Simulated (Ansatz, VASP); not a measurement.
Sb: VASP beside Ansatz

```
Sb
1.0
     4.53289    0.00000    0.00000
    -2.26644    3.92560    0.00000
     0.00000    0.00000    5.14271
Sb
3
Direct
  0.22540 0.00000 0.33333
  0.00000 0.22540 0.66667
  0.77460 0.77460 0.00000
```

Alike in both runs: task single point; functional PBEsol; k mesh 6 × 6 × 4; occupations gaussian, width 0.1 eV; no spin polarisation.

|  | VASP | Ansatz |
| --- | --- | --- |
| version | VASP 6.6.1 | Ansatz 0.2.0 |
| potentials or method | VASP PAW PBE potentials, release 64 (Sb) | scalar-relativistic, plane waves, PAW |
| plane-wave cutoff (eV) | 520 | 420 |
| valence electrons in the cell | 15 | 45 |

Ansatz gave:

| Property | Result |
| --- | --- |
| gap on the k mesh at the Fermi level (eV) | none |
| pressure (GPa) | 16.0 |
| largest component of the traceless stress (GPa) | 9.42 |
| rms of the force components (eV/Å) | 3.054 |

Task: Which values does VASP return?

Result: gap on the k mesh at the Fermi level (eV): none; pressure (GPa): 16.8; largest component of the traceless stress (GPa): 9.89; rms of the force components (eV/Å): 3.176.

Atom by atom the forces differ by 0.122 eV/Å (rms over components). A gap of «none» marks a metal or a gap that the smearing closes. The two sets of potentials don't hold the same shells in valence.

Caveats: so large a pressure means that the cell lies far from this level's equilibrium, or that cutoff or potentials fall short (VASP); the potentials were made for another functional, which shifts forces and pressure (VASP). The runs have no spin-orbit coupling, so splittings on Sb are missing.
